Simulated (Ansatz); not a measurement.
## CaSe: moving Se off its site

CaSe, Fm-3m, a = 5.912 Å (as given, not relaxed at this level: -1.1 GPa). Ansatz: PBEsol, PAW, 420 eV, Γ-centred 8×8×8 mesh on 2 atoms, Gaussian smearing 0.05 eV; no spin polarisation.

```xyz
2
Lattice="0.0000 2.9560 2.9560 2.9560 0.0000 2.9560 2.9560 2.9560 0.0000" Properties=species:S:1:pos:R:3 pbc="T T T"
Ca    0.0000    0.0000    0.0000
Se    2.9560    2.9560    2.9560
```

Atom 2 (Se) moves by x along the unit vector (0.000, 0.000, -1.000), with its periodic images; all else is held. y is the free energy of the cell over the start, F the force along the path summed over the moved atoms. Symmetry makes y even in x.

| x (Å) | y (meV) | F (eV/Å) |
| --- | --- | --- |
| -0.1000 | ? | ? |
| -0.0500 | 3.68 | 0.15 |
| 0.0000 | 0.00 | 0.00 |
| 0.0125 | 0.23 | -0.04 |
| 0.0250 | 0.92 | -0.07 |
| 0.0375 | 2.07 | -0.11 |
| 0.0625 | 5.77 | -0.19 |
| 0.0750 | 8.33 | -0.22 |
| 0.0875 | 11.38 | -0.26 |

Problem. Fit y = c2 x² + c4 x⁴ to the energies of the other rows, give the force constant, and predict energy and force of the missing row.

Solution. Least squares on the rows shown. y = 1467 x² + 2547 x⁴. The force constant is 2 c2 = 2.93 eV/Å² (for all images moving together, not for a lone atom). With two atoms in a cubic cell this is the optical mode at Γ without the LO field: ω = 521.5 √(2 c2/μ) = 173 cm⁻¹ for μ = 26.59 u. The force −dy/dx at the missing row is 0.30 eV/Å (computed 0.30). At x = -0.1000 the fit asked for gives 14.92 meV. The run gave 14.92 meV, the same to the digits shown.